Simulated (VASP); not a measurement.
Wanted: the native input for a VASP 6.6.1 run.

```
Task                   : relaxation of cell and atoms
Functional             : r2SCAN
Potentials or basis    : VASP PAW PBE potentials, release 64 (K_sv, F)
Cutoff                 : 600 eV
k mesh                 : 8 × 8 × 8
Occupations            : gaussian, width 0.02 eV
Spin                   : no spin polarisation
Dipole correction      : no
Further INCAR settings : ALGO = Normal; EDIFF = 1e-06; IBRION = 2; EDIFFG = -0.005; NSW = 100; ISIF = 3
```

Crystal: KF.

```xyz
2
Lattice="0.0000 2.6735 2.6735 2.6735 0.0000 2.6735 2.6735 2.6735 0.0000" Properties=species:S:1:pos:R:3 pbc="T T T"
K     0.0000    0.0000    0.0000
F     2.6735    2.6735    2.6735
```

The input as run:

POSCAR

```
KF
1.0
    0.0000000000      2.6735000000      2.6735000000
    2.6735000000      0.0000000000      2.6735000000
    2.6735000000      2.6735000000      0.0000000000
K F
1 1
Direct
    0.0000000000      0.0000000000      0.0000000000
    0.5000000000      0.5000000000      0.5000000000
```

INCAR.step1

```
  PREC = Accurate
  ENCUT = 600
  ISMEAR = 0
  SIGMA = 0.02
  LREAL = False
  LASPH = True
  NELM = 100
  GGA = PE
  ALGO = Normal
  EDIFF = 1E-4
  LWAVE = True
  LCHARG = False
```

INCAR.step2

```
  PREC = Accurate
  ENCUT = 600
  EDIFF = 1E-6
  ISMEAR = 0
  SIGMA = 0.02
  LREAL = False
  LASPH = True
  NELM = 100
  ALGO = Normal
  ISIF = 3
  LWAVE = False
  LCHARG = False
  METAGGA = R2SCAN
  LMIXTAU = True
  IBRION = 2
  NSW = 100
  EDIFFG = -0.005
  ISTART = 1
```

KPOINTS

```
regular mesh
0
Gamma
  8 8 8
```

Potentials or basis: VASP PAW PBE potentials, release 64 (K_sv, F).

The run is started by

```sh
$ cat potpaw_PBE.64/K_sv/POTCAR potpaw_PBE.64/F/POTCAR > POTCAR
$ cp INCAR.step1 INCAR
$ mpirun -np 1 vasp_std > vasp.out
$ cp INCAR.step2 INCAR
$ mpirun -np 1 vasp_std > vasp.out
```

Results of the run:

- Relaxed volume: 18.79 Å³/atom
- Relaxed cell: a = 3.760 Å, b = 3.760 Å, c = 3.760 Å, α = 60.00°, β = 60.00°, γ = 60.00°
- Space group after relaxing (to 0.05 Å): Fm-3m (No. 225)
- Energy gained by relaxing: 0.6 meV/atom
- Ionic steps: 3
- Pressure after relaxing: 0.0 GPa
- Band gap on the k mesh: 6.91 eV, direct

Caveat: the PAW data sets were made with another functional, which shifts forces and pressure a little.

Run time: 82 s on 1 thread of Intel(R) Xeon(R) 6975P-C (Granite Rapids), on a shared host, peak memory 0.18 GiB.
